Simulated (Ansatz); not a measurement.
## Fitting the PBEsol energy curve of ZrH2

It takes space group Fm-3m (No. 225, cubic). Conventional cell: a = 4.818 Å, b = 4.818 Å, c = 4.818 Å, α = 90.00°, β = 90.00°, γ = 90.00°. Around Zr (site symmetry m-3m) lie 8 H at 2.09 Å. H (site symmetry -43m) has 4 Zr at 2.09 Å as nearest neighbours.

The cell is a database's computed one, not the measured one.

The cell was scaled at fixed shape and fractions and run with Ansatz, all-electron LAPW, scalar-relativistic; PBEsol, k mesh 10 × 10 × 10 on the cell of 3 atoms, fermi-dirac occupations of 0.05 eV, no spin polarisation, no spin-orbit coupling. Energies are those that the program minimises, any entropy of the smearing included. For a metal such a mesh isn't converged to the digits shown.

```csv
V (Å³/atom),energy over the lowest row (meV/atom)
8.7633,2.91
8.9498,0.00
9.1362,0.65
9.3227,?
9.5091,11.23
9.6956,20.58
9.8820,32.28
```

Task: Fit the third-order Birch-Murnaghan form, give V0, B0 and B′, and predict the energy left open.

Result: With y = (V0/V)^(2/3), E = E0 + (9 V0 B0/16) [(y - 1)³ B′ + (y - 1)² (6 - 4y)]. Least squares through the rows shown give V0 = 9.0069 Å³/atom, E0 = -0.16 meV, B0 = 142.6 GPa (1 eV/Å³ = 160.218 GPa) and B′ = 3.98, with a largest miss of 0.01 meV. At V = 9.3227 the form with these constants gives 4.49 meV; the run gave 4.49 meV an atom.
